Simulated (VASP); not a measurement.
A run of VASP 6.6.1 is set up as follows.

Contents of POSCAR:

```
BN
1.0
    2.5231814711      0.0000000000      0.0000000000
   -1.2615907356      2.1851392523      0.0000000000
    0.0000000000      0.0000000000      4.1751542026
B N
2 2
Direct
    0.6666666667      0.3333333333      0.9997010673
    0.3333333333      0.6666666667      0.4997010673
    0.6666666667      0.3333333333      0.6252989327
    0.3333333333      0.6666666667      0.1252989327
```

INCAR.step1

```
  ALGO = Normal
  EDIFF = 1E-5
  ENCUT = 520
  GGA = PE
  ISIF = 2
  ISMEAR = 0
  LASPH = T
  LREAL = F
  LWAVE = T
  NBANDS = 16
  NELM = 100
  PREC = Accurate
  SIGMA = 0.01
```

The input INCAR.step2:

```
  ALGO = Normal
  EDIFF = 1E-6
  ENCUT = 520
  GGA = PE
  HFSCREEN = 0.2079
  ISIF = 2
  ISMEAR = 0
  ISTART = 1
  LASPH = T
  LCHARG = T
  LELF = T
  LHFCALC = T
  LREAL = F
  LVHAR = T
  LWAVE = F
  NBANDS = 16
  NELM = 100
  PREC = Accurate
  PRECFOCK = Normal
  SIGMA = 0.01
```

The input KPOINTS:

```
k-points
0
Gamma
  6 6 4
```

Potentials or basis: VASP PAW PBE potentials, release 64 (B, N).

Run with:

```bash
$ cat potpaw_PBE.64/B/POTCAR potpaw_PBE.64/N/POTCAR > POTCAR
$ cp INCAR.step1 INCAR
$ mpirun -np 1 vasp_std > vasp.out
$ cp INCAR.step2 INCAR
$ mpirun -np 1 vasp_std > vasp.out
```

(1) What does it give for the band gap on the k mesh?

(2) Predict the largest force.

(3) What does it give for the pressure?

Results:

(1) 6.46 eV, indirect (least direct gap 10.09 eV).

(2) 0.013 eV/Å.

(3) 5.9 GPa.

Caveat: the k mesh is coarse (spacing up to 0.48 Å⁻¹), so the values aren't converged, least of all with exact exchange; the PAW data sets were made with another functional, which shifts forces and pressure a little.
